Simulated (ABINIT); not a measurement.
# InP (F-43m) in ABINIT: further runs

The runs below take InP through single point, with PBEsol, LDA.

Everything below comes from runs of ABINIT 10.8.3 (patched build). Logs are shortened: lines on timing, memory, paths and dates and some standing lists are left out, and cuts for length are marked. The log counts tension as positive stress, the text compression.

**Measured values to compare with.**

A printed reference work, data compilation reports, for a bulk crystal of InP at 1.6 K: band gap 1.4236 eV (direct).

The runs below are set against these values where they give the same quantity.

## Step 1: The crystal as given

It takes space group F-43m (No. 216, cubic). The conventional cell has a = 5.861 Å, b = 5.861 Å, c = 5.861 Å, α = 90.00°, β = 90.00°, γ = 90.00°. In (site symmetry -43m) has 4 P at 2.54 Å as nearest neighbours. P (site symmetry -43m) is surrounded by 4 In at 2.54 Å.

## Step 2: Single point, PBEsol

Contents of run.abi:

```
# Pseudopotentials
pp_dirpath "./"
pseudos "In.GGA_PBE-JTH.xml, P.GGA_PBE-JTH.xml"

# Structure
acell 4.1443528445 4.1443528445 4.1443528445 Angstrom
rprim
     0.0000000000     0.7071067812     0.7071067812
     0.7071067812     0.0000000000     0.7071067812
     0.7071067812     0.7071067812     0.0000000000
ntypat 2
znucl 49 15
natom 2
typat 1 2
xred
     0.0000000000     0.0000000000     0.0000000000
     0.7500000000     0.7500000000     0.7500000000

# Plane-wave basis
ecut 15.0
pawecutdg 30.0

# k points
kptopt 1
ngkpt 6 6 6
nshiftk 1
shiftk 0.0 0.0 0.0

# Exchange and correlation
ixc -116133

# Bands and occupations
nband 13
occopt 3
tsmear 0.05 eV

# SCF cycle
nstep 100
tolvrs 1.0e-9

# Output
iomode 3
prtwf 0
prtden 0
prteig 0
prtebands 0
```

Potentials or basis: JTH PAW PBE v2.0.

Command:

```console
> abinit run.abi > log 2>&1
```

run.abo:

```text
.Version 10.8.3 of ABINIT
 Symmetries : space group F-4 3 m (#216); Bravais cF (face-center cubic)
================================================================================
 Values of the parameters that define the memory need of the present run
     intxc =       0    ionmov =       0      iscf =      17    lmnmax =      18
     lnmax =       6     mgfft =      30  mpssoang =       3    mqgrid =    3001
     natom =       2  nloc_mem =       2    nspden =       1   nspinor =       1
    nsppol =       1      nsym =      24    n1xccc =       1    ntypat =       2
    occopt =       3   xclevel =       2
       mpw =         955          nfft =       27000          nkpt =          16
 PAW method is used; the additional fine FFT grid is defined by:
   mgfftf=        40    nfftf =     64000
================================================================================
================================================================================

--------------------------------------------------------------------------------
------------- Echo of variables that govern the present computation ------------
--------------------------------------------------------------------------------
 -outvars: echo values of preprocessed input variables --------
            acell      7.8316918452E+00  7.8316918452E+00  7.8316918452E+00 Bohr
              amu      1.14820000E+02  3.09737620E+01
             ecut      1.50000000E+01 Hartree
              ixc     -116133
         kptrlatt        6    0    0      0    6    0      0    0    6
          kptrlen      4.69901511E+01
            natom           2
            nband          13
            ngfft          30      30      30
          ngfftdg          40      40      40
             nkpt          16
            nstep         100
             nsym          24
           ntypat           2
           occopt           3
        pawecutdg      3.00000000E+01 Hartree
         pawxcdev           0
           prtden           0
        prtebands           0
           prteig           0
            prtwf           0
            rprim      0.0000000000E+00  7.0710678120E-01  7.0710678120E-01
                       7.0710678120E-01  0.0000000000E+00  7.0710678120E-01
                       7.0710678120E-01  7.0710678120E-01  0.0000000000E+00
          spgroup         216
           tolvrs      1.00000000E-09
           tsmear      1.83746611E-03 Hartree
            typat      1  2
           useylm           1
           xangst      0.0000000000E+00  0.0000000000E+00  0.0000000000E+00
                       4.3957500000E+00  4.3957500000E+00  4.3957500000E+00
            xcart      0.0000000000E+00  0.0000000000E+00  0.0000000000E+00
                       8.3067636180E+00  8.3067636180E+00  8.3067636180E+00
             xred      0.0000000000E+00  0.0000000000E+00  0.0000000000E+00
                       7.5000000000E-01  7.5000000000E-01  7.5000000000E-01
            znucl       49.00000   15.00000

================================================================================

 chkinp: Checking input parameters for consistency.

================================================================================
== DATASET  1 ==================================================================

--- !DatasetInfo
iteration_state: {dtset: 1, }
dimensions: {natom: 2, nkpt: 16, mband: 13, nsppol: 1, nspinor: 1, nspden: 1, mpw: 955, }
cutoff_energies: {ecut:  15.0, pawecutdg:  30.0, }
electrons: {nelect:   1.80000000E+01, charge:   0.00000000E+00, occopt:   3.00000000E+00, tsmear:   1.83746611E-03, }
meta: {optdriver: 0, ionmov: 0, optcell: 0, iscf: 17, paral_kgb: 0, }
...

 Real(R)+Recip(G) space primitive vectors, cartesian coordinates (Bohr,Bohr^-1):
 R(1)=  0.0000000  5.5378424  5.5378424  G(1)= -0.0902879  0.0902879  0.0902879
 R(2)=  5.5378424  0.0000000  5.5378424  G(2)=  0.0902879 -0.0902879  0.0902879
 R(3)=  5.5378424  5.5378424  0.0000000  G(3)=  0.0902879  0.0902879 -0.0902879
 Unit cell volume ucvol=  3.3966576E+02 bohr^3
 Angles (23,13,12)=  6.00000000E+01  6.00000000E+01  6.00000000E+01 degrees

 Coarse grid specifications (used for wave-functions):

 getcut: wavevector=  0.0000  0.0000  0.0000  ngfft=  30  30  30
         ecut(hartree)=     15.000   => boxcut(ratio)=   2.19957

 Fine grid specifications (used for densities):

 getcut: wavevector=  0.0000  0.0000  0.0000  ngfft=  40  40  40
         ecut(hartree)=     30.000   => boxcut(ratio)=   2.07147

--- Pseudopotential description ------------------------------------------------
- pspini: atom type   1  psp file is ./In.GGA_PBE-JTH.xml
 Pseudopotential format is: paw10
 basis_size (lnmax)=  6 (lmn_size= 18), orbitals=   0   0   1   1   2   2
 Spheres core radius: rc_sph= 2.50644782
 Shapefunction is BESSEL type: shapef(r,l)=aa(1,l)*jl(q(1,l)*r)+aa(2,l)*jl(q(2,l)*r)
 Radius for shape functions =  1.40569481
 Compensation charge density is not taken into account in XC energy/potential

- pspini: atom type   2  psp file is ./P.GGA_PBE-JTH.xml
 Pseudopotential format is: paw10
 basis_size (lnmax)=  4 (lmn_size=  8), orbitals=   0   0   1   1
 Spheres core radius: rc_sph= 1.60765221
 Shapefunction is SIN type: shapef(r)=[sin(pi*r/rshp)/(pi*r/rshp)]**2
 Radius for shape functions =  1.60765221
 Compensation charge density is not taken into account in XC energy/potential

   4.69646342E+02                                ecore*ucvol(ha*bohr**3)
--------------------------------------------------------------------------------

================================================================================

--- !BeginCycle
iteration_state: {dtset: 1, }
solver: {iscf: 17, nstep: 100, nline: 4, wfoptalg: 10, }
tolerances: {tolvrs: 1.00E-09, }
...

     iter   Etot(hartree)      deltaE(h)  residm     nres2
 ETOT  1  -64.672749592623    -6.467E+01 9.375E-02 2.301E+00
 ETOT  2  -64.709064686836    -3.632E-02 8.793E-02 4.899E-01
 ETOT  3  -64.708392438930     6.722E-04 7.976E-04 8.402E-02
 ETOT  4  -64.708264989160     1.274E-04 1.065E-04 4.096E-03
 ETOT  5  -64.708295150392    -3.016E-05 1.041E-05 3.125E-04
 ETOT  6  -64.708299048034    -3.898E-06 2.852E-06 2.522E-05
 ETOT  7  -64.708299166693    -1.187E-07 1.253E-06 3.141E-07
 ETOT  8  -64.708299177232    -1.054E-08 2.948E-07 4.671E-08
 ETOT  9  -64.708299177540    -3.077E-10 2.394E-07 5.499E-09
 ETOT 10  -64.708299177571    -3.136E-11 9.224E-08 4.756E-10

 At SCF step   10       nres2   =  4.76E-10 < tolvrs=  1.00E-09 =>converged.

 Cartesian components of stress tensor (hartree/bohr^3)
  sigma(1 1)= -1.69521223E-05  sigma(3 2)=  0.00000000E+00
  sigma(2 2)= -1.69521223E-05  sigma(3 1)=  0.00000000E+00
  sigma(3 3)= -1.69521223E-05  sigma(2 1)=  0.00000000E+00

--- !ResultsGS
iteration_state: {dtset: 1, }
comment   : Summary of ground state results
lattice_vectors:
- [  0.0000000,   5.5378424,   5.5378424, ]
- [  5.5378424,   0.0000000,   5.5378424, ]
- [  5.5378424,   5.5378424,   0.0000000, ]
lattice_lengths: [   7.83169,    7.83169,    7.83169, ]
lattice_angles: [ 60.000,  60.000,  60.000, ] # degrees, (23, 13, 12)
lattice_volume:   3.3966576E+02
convergence: {deltae: -3.136E-11, res2:  4.756E-10, residm:  9.224E-08, diffor: null, }
etotal    :  -6.47082992E+01
entropy   :   0.00000000E+00
fermie    :   1.80869221E-01
cartesian_stress_tensor: # hartree/bohr^3
- [ -1.69521223E-05,   0.00000000E+00,   0.00000000E+00, ]
- [  0.00000000E+00,  -1.69521223E-05,   0.00000000E+00, ]
- [  0.00000000E+00,   0.00000000E+00,  -1.69521223E-05, ]
pressure_GPa:   4.9875E-01
xred      :
- [  0.0000E+00,   0.0000E+00,   0.0000E+00, In]
- [  7.5000E-01,   7.5000E-01,   7.5000E-01,  P]
cartesian_forces: # hartree/bohr
- [ -0.00000000E+00,  -0.00000000E+00,  -0.00000000E+00, ]
- [ -0.00000000E+00,  -0.00000000E+00,  -0.00000000E+00, ]
force_length_stats: {min:   0.00000000E+00, max:   0.00000000E+00, mean:   0.00000000E+00, }
...

 Integrated electronic density in atomic spheres:
 ------------------------------------------------
 Atom  Sphere_radius  Integrated_density
    1        2.50645         11.26691631
    2        1.60765          1.57985858

================================================================================

 ----iterations are completed or convergence reached----

 Mean square residual over all n,k,spin=   10.714E-10; max=  92.240E-09
 reduced coordinates (array xred) for    2 atoms
       0.000000000000      0.000000000000      0.000000000000
       0.750000000000      0.750000000000      0.750000000000
 rms dE/dt=  0.0000E+00; max dE/dt=  0.0000E+00; dE/dt below (all hartree)
    1       0.000000000000      0.000000000000      0.000000000000
    2       0.000000000000      0.000000000000      0.000000000000

 cartesian coordinates (angstrom) at end:
    1      0.00000000000000     0.00000000000000     0.00000000000000
    2      4.39575000004719     4.39575000004719     4.39575000004719

 cartesian forces (hartree/bohr) at end:
    1     -0.00000000000000    -0.00000000000000    -0.00000000000000
    2     -0.00000000000000    -0.00000000000000    -0.00000000000000
 frms,max,avg= 0.0000000E+00 0.0000000E+00   0.000E+00  0.000E+00  0.000E+00 h/b

 cartesian forces (eV/Angstrom) at end:
    1     -0.00000000000000    -0.00000000000000    -0.00000000000000
    2     -0.00000000000000    -0.00000000000000    -0.00000000000000
 frms,max,avg= 0.0000000E+00 0.0000000E+00   0.000E+00  0.000E+00  0.000E+00 e/A
 length scales=  7.831691845232  7.831691845232  7.831691845232 bohr
              =  4.144352844500  4.144352844500  4.144352844500 angstroms
 Fermi (or HOMO) energy (hartree) =   0.18087   Average Vxc (hartree)=  -0.34861
 Eigenvalues (hartree) for nkpt=  16  k points:
 kpt#   1, nband= 13, wtk=  0.00463, kpt=  0.0000  0.0000  0.0000 (reduced coord)
  -0.35102   -0.35102   -0.35102   -0.34541   -0.34541   -0.25601    0.16898    0.16898
   0.16898    0.19071    0.31625    0.31625    0.31625
      occupation numbers for kpt#   1
   2.00000    2.00000    2.00000    2.00000    2.00000    2.00000    1.99691    1.99691
   1.99691    0.00938    0.00000    0.00000    0.00000
 prteigrs : prtvol=0 or 1, do not print more k-points.

--- !EnergyTerms
iteration_state     : {dtset: 1, }
comment             : Components of total free energy in Hartree
kinetic             :  1.64831674248660E+01
hartree             :  2.37460909426001E+01
xc                  : -9.73450876929293E+00
Ewald energy        : -4.48602020672642E+01
psp_core            :  1.38267200191586E+00
local_psp           : -6.46284001134602E+01
PAW spherical_terms :  1.29028758840417E+01
internal            : -6.47083046965937E+01
'-kT*entropy'       : -1.10937414464832E-06
total_energy        : -6.47083058059678E+01
total_energy_eV     : -1.76080270260925E+03
...

--- !EnergyTermsDC
iteration_state     : {dtset: 1, }
comment             : '"Double-counting" decomposition of free energy'
band_energy         : -3.50002879655103E+00
Ewald energy        : -4.48602020672642E+01
psp_core            :  1.38267200191586E+00
xc_dc               : -2.63483715069129E+01
PAW spherical_terms :  8.61763230061531E+00
internal            : -6.47082980681970E+01
'-kT*entropy'       : -1.10937414464832E-06
total_energy_dc     : -6.47082991775712E+01
total_energy_dc_eV  : -1.76080252224138E+03
...

--- !EnergyTermsWithPAWCore
iteration_state     : {dtset: 1, }
comment             : 'Components of total free energy, including PAW core contributions'
Total energy        : -6.22060480578798E+03
Total energy DC     : -6.22060479915958E+03
Total energy (eV)   : -1.69271280053902E+05
Total energy DC (eV): -1.69271279873534E+05
...

 Cartesian components of stress tensor (hartree/bohr^3)
  sigma(1 1)= -1.69521223E-05  sigma(3 2)=  0.00000000E+00
  sigma(2 2)= -1.69521223E-05  sigma(3 1)=  0.00000000E+00
  sigma(3 3)= -1.69521223E-05  sigma(2 1)=  0.00000000E+00

-Cartesian components of stress tensor (GPa)         [Pressure=  4.9875E-01 GPa]
- sigma(1 1)= -4.98748658E-01  sigma(3 2)=  0.00000000E+00
- sigma(2 2)= -4.98748658E-01  sigma(3 1)=  0.00000000E+00
- sigma(3 3)= -4.98748658E-01  sigma(2 1)=  0.00000000E+00

== END DATASET(S) ==============================================================
================================================================================

 -outvars: echo values of variables after computation  --------
            acell      7.8316918452E+00  7.8316918452E+00  7.8316918452E+00 Bohr
           etotal     -6.4708299178E+01
            fcart     -0.0000000000E+00 -0.0000000000E+00 -0.0000000000E+00
                      -0.0000000000E+00 -0.0000000000E+00 -0.0000000000E+00
            rprim      0.0000000000E+00  7.0710678120E-01  7.0710678120E-01
                       7.0710678120E-01  0.0000000000E+00  7.0710678120E-01
                       7.0710678120E-01  7.0710678120E-01  0.0000000000E+00
           strten     -1.6952122322E-05 -1.6952122322E-05 -1.6952122322E-05
                       0.0000000000E+00  0.0000000000E+00  0.0000000000E+00
           xangst      0.0000000000E+00  0.0000000000E+00  0.0000000000E+00
                       4.3957500000E+00  4.3957500000E+00  4.3957500000E+00
             xred      0.0000000000E+00  0.0000000000E+00  0.0000000000E+00
                       7.5000000000E-01  7.5000000000E-01  7.5000000000E-01
 Calculation completed.
```

Run time: 10 s. Hardware: 1 thread of Arm Neoverse V2, shared host; peak memory 0.09 GiB.

Results:

- Free energy: -1760.8025 eV
- Band gap on the k mesh: 0.59 eV, direct
- Valence electrons inside the program's atomic spheres: In 11.27; P 1.58

Levels at points of the mesh, in eV from the valence-band top:
```tsv
k point	band 5	band 6	band 7	band 8	band 9	band 10	band 11	band 12	band 13
(0.00, 0.00, 0.00)	-14.00	-11.56	0.00	0.00	0.00	0.59	4.01	4.01	4.01
(0.50, 0.00, 0.00)	-13.98	-9.81	-5.82	-0.99	-0.99	1.39	4.74	4.74	6.94
(0.50, 0.50, 0.00)	-13.96	-9.14	-5.84	-2.37	-2.37	1.63	2.16	9.09	9.51
```

Caveat: the cutoff is too short for stress, so the log's stress isn't used; the PAW data sets were made with another functional, which shifts forces and pressure a little; spin-orbit coupling is left out, which moves the levels of the heavy elements.

## Step 3: Single point, LDA

Contents of run.abi:

```
pp_dirpath "./"
pseudos "In.upf, P.upf"

acell 4.1443528445 4.1443528445 4.1443528445 Angstrom
rprim
     0.0000000000     0.7071067812     0.7071067812
     0.7071067812     0.0000000000     0.7071067812
     0.7071067812     0.7071067812     0.0000000000
ntypat 2
znucl 49 15
natom 2
typat 1 2
xcart
     0.0000000000     0.0000000000     0.0000000000
     4.3957500000     4.3957500000     4.3957500000 Angstrom

ecut 31.0

kptopt 1
ngkpt 6 6 6
nshiftk 1
shiftk 0.0 0.0 0.0

ixc 7

nband 13
occopt 3
tsmear 0.00183747

nstep 100
tolvrs 1.0e-10

iomode 3
prtwf 0
prteig 0
prtebands 0
enunit 1
prtden 1
prtvha 1
prtvclmb 1
prtpot 1
prtelf 1
```

Potentials or basis: PseudoDojo NC SR LDA v0.4.1 standard.

Command:

```console
> abinit run.abi > log 2>&1
```

It took 50 s on 1 thread of Intel Xeon at 2.50GHz (Skylake/Cascade Lake), shared host; peak memory 0.07 GiB.

Results (log left out):

```
Free energy                                           : -1992.3715 eV
Band gap on the k mesh                                : 0.48 eV, direct
Valence electrons inside the program's atomic spheres : In 9.93; P 2.77
```

Levels at points of the mesh, in eV from the valence-band top:
```csv
k point,band 6,band 7,band 8,band 9,band 10,band 11,band 12,band 13
"(0.00, 0.00, 0.00)",-11.56,0.00,0.00,0.00,0.48,3.96,3.96,3.96
"(0.50, 0.00, 0.00)",-9.81,-5.84,-0.99,-0.99,1.31,4.70,4.70,6.92
"(0.50, 0.50, 0.00)",-9.14,-5.88,-2.36,-2.36,1.60,2.11,9.01,9.41
```

Caveat: the cutoff is too short for stress, so the log's stress isn't used; spin-orbit coupling is left out, which moves the levels of the heavy elements.

## Step 4: How close it comes

Step 2. A measured gap of InP is 1.4236 eV (direct; 1.6 K; a printed reference work, data compilation); the calculated 0.59 eV misses it by -0.83 eV. Spin-orbit coupling on In is left out. The value is that of PBEsol, without temperature or zero-point motion. Semilocal functionals fall short of measured gaps as a rule.

Step 3. Measured gap of InP: 1.4236 eV (direct; 1.6 K; a printed reference work, data compilation). This calculation gives 0.48 eV (-0.94 eV). Spin-orbit coupling on In is left out. The value is that of LDA, without temperature or zero-point motion. Semilocal functionals fall short of measured gaps as a rule.
